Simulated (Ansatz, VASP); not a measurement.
## Two plane-wave programs on HfN

```
Hf N
1.0
     0.00000    2.45482    2.45482
     2.45482    0.00000    2.45482
     2.45482    2.45482    0.00000
Hf N
1 1
Direct
  0.00000 0.00000 0.00000
  0.25000 0.25000 0.25000
```

The cell comes from a database or a generator and needn't be the stable form of this composition.

Alike in both runs: task relaxation of cell and atoms; functional PBE; k mesh 9 × 9 × 9; occupations fermi-dirac, width 0.05 eV; no spin polarisation.

```csv
,VASP,Ansatz
version,VASP 6.6.1,Ansatz 0.2.0
potentials or method,"VASP PAW PBE potentials, release 64 (Hf_pv, N)",Ansatz PAW
plane-wave cutoff (eV),600,420
valence electrons in the cell,15,31
```

VASP gave:

```
gap on the k mesh at the Fermi level, each at its own relaxed structure (eV) : none
relaxed volume (Å³/atom)                                                     : 14.76
relaxed cell length with the largest relative difference (Å)                 : 3.469
```

Problem. Which values does Ansatz return?

Solution. gap on the k mesh at the Fermi level, each at its own relaxed structure (eV): none; relaxed volume (Å³/atom): 14.85; relaxed cell length with the largest relative difference (Å): 3.476.

A gap of «none» marks a metal or a gap that the smearing closes. The two sets of potentials don't hold the same shells in valence.

Caveats: the plane-wave basis is chosen anew once the cell has moved, so the energies of steps on either side of that aren't comparable (Ansatz); the pressure holds a Pulay correction of +0.4 GPa for the finite cutoff (Ansatz). Spin-orbit coupling is left out, which matters for the levels of Hf.
